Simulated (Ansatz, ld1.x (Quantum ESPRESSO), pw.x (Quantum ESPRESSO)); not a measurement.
# Tc (Z = 43) (diamond): variants of one TM potential in the solid

```json
{
  "Element": "Tc",
  "Generator": "ld1.x (Quantum ESPRESSO) 7.5",
  "Type": "norm-conserving Troullier–Martins (Kleinman–Bylander form)",
  "Functional": "PBE",
  "Relativity": "scalar-relativistic",
  "Frozen core": "[Kr]",
  "Valence charge": "7",
  "Reference configuration": "4d5 5s2 5p0",
  "Partial waves": "5p (bound, empty): rc 3.00 bohr; 4d (bound): rc 2.15 bohr; 5s (bound): rc 2.40 bohr",
  "Local potential": "the s channel",
  "Core correction": "a·sin(br)/r model core inside 1.30 bohr"
}
```

Crystal test: diamond Tc in pw.x 7.5, no spin, 8³ k-points, Fermi–Dirac smearing 0.01 Ry, cutoffs set for each file from its atomic test. The reference is all-electron LAPW (Ansatz 0.2.0) with the same functional, mesh and smearing; V0 and B0 come from Birch–Murnaghan fits to the pressures at five volumes. Errors are pseudo minus all-electron; Δ is the rms difference of the E(V) curves that follow from these fits, minima aligned, over ±6 % about the mean V0. Mesh and smearing are coarse, so the numbers serve the comparison and aren't converged zero-temperature values; the lattice is a test structure that the element need not adopt.

All-electron: a0 = 5.541 Å (V0 = 21.27 Å³/atom), B0 = 149.7 GPa.

Base: The largest radius (3.00 bohr) exceeds half the bond length (2.27 bohr), so the spheres overlap, which is one possible source of error among others. This is a poor potential for the solid.

1 further variants are left out: they gave no file fit for a test, a broken result, the same result as the base, or pressures whose basis-set error rivals the error shown.

A dash in a converged row means that the minimum lies outside the volumes sampled.

```csv
change,cutoffs (Ry),pw.x,mean pressure error (GPa)
base,55/220,converged,+9.41
wave 5p (bound): rc 3.00 bohr becomes 5p (bound): rc 3.24 bohr,55/220,converged,+9.30
wave 5p (bound): rc 3.00 bohr becomes 5p (bound): rc 3.66 bohr,55/220,converged,+9.67
wave 5p (bound): rc 3.00 bohr becomes 5p (bound): rc 4.32 bohr,55/220,converged,+12.53
```

Problem. Give the row for: wave 5p (bound): rc 3.00 bohr becomes 5p (bound): rc 2.76 bohr.

Solution. pw.x: converged; mean pressure error (GPa): +9.71.
